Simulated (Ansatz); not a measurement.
# W: the cost of one run

Program: Ansatz 0.2.0. Level of theory: DFT PBE, scalar-relativistic, plane waves, PAW. These are calculated values, not measurements.

2 further runs of the same task are left out: 2 set aside as unsound or not needed.

## Step 1: Starting point

It takes space group Fm-3m (No. 225, cubic). Conventional cell: a = 4.037 Å, b = 4.037 Å, c = 4.037 Å, α = 90.00°, β = 90.00°, γ = 90.00°. W (site symmetry m-3m) has 12 W at 2.85 Å as nearest neighbours.

Coordinates:

```
CELL_PARAMETERS angstrom
0.00000 2.01850 2.01850
2.01850 0.00000 2.01850
2.01850 2.01850 0.00000
ATOMIC_POSITIONS crystal
W 0.00000 0.00000 0.00000
```

It is the result of an earlier relaxation at this level (volume 16.45 Å³/atom; gap on the mesh: none (metal)).

## Step 2: A stricter relaxation, with the smearing for a metal

Response runs need a geometry at rest under their own mesh and occupations; hence this stricter relaxation.

File input.yaml:

```yaml
crystal:
  lattice:
    - [0.0, 2.0185031151, 2.0185031151]
    - [2.0185031151, 0.0, 2.0185031151]
    - [2.0185031151, 2.0185031151, 0.0]
  atoms:
    - { symbol: W, position: [0.0, 0.0, 0.0] }
basis:
  ecutwfc: 420
kpoints:
  mp_grid: { grid: [20, 20, 20] }
hamiltonian:
  xc: pbe
scf:
  occupations: { method: fermi_dirac, width: 0.15 }
output:
  forces: true
  stress: true
  eigenvalues: true
relax:
  adjacent_minimum: "off"
  f_tol: 0.001
  max_steps: 60
  cell: { stress_tol: 0.01 }
```

Command:

```bash
$ ansatz run input.yaml --threads 1 --pin off --max-ram 3072MiB --backend cpu --events-out ev --progress --plain --runs-dir out
```

Q: Estimate wall time and peak memory on 1 thread of Intel Xeon Platinum 8488C (Sapphire Rapids), shared host.

About 8.3 s, with a peak of 0.41 GiB.
